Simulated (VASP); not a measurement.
Consider the following.

```
GeO2
1.0
    4.42423     0.00000     0.00000
    0.00000     4.42423     0.00000
    0.00000     0.00000     2.88726
Ge O
2 4
Direct
  0.00000   0.00000   0.00000
  0.50000   0.50000   0.50000
  0.30623   0.30623   0.00000
  0.80623   0.19377   0.50000
  0.19377   0.80623   0.50000
  0.69377   0.69377   0.00000
```

Method: PBEsol GGA with spin-orbit coupling, VASP's PBE PAW potentials (set 64) (plane waves; VASP). Run with 520 eV cut-off, 5×5×7 Γ-centred mesh, Gaussian smearing of 0.050 eV, potentials Ge_d O.

Task: Estimate the energy per atom (σ→0), band gap (over mesh and band path) with the smallest direct gap where there is one.

Result: 
| Item | Result |
|---|---|
| band gap (over mesh and band path) | 1.57 eV |
| smallest direct gap (over mesh and band path) | 1.57 eV |
| energy per atom (σ→0) | -662.1 kJ/mol-atom |

Total energies compare only between runs with the same potentials, cut-off and functional.

The compound is GeO2 in the rutile structure. It was relaxed first.
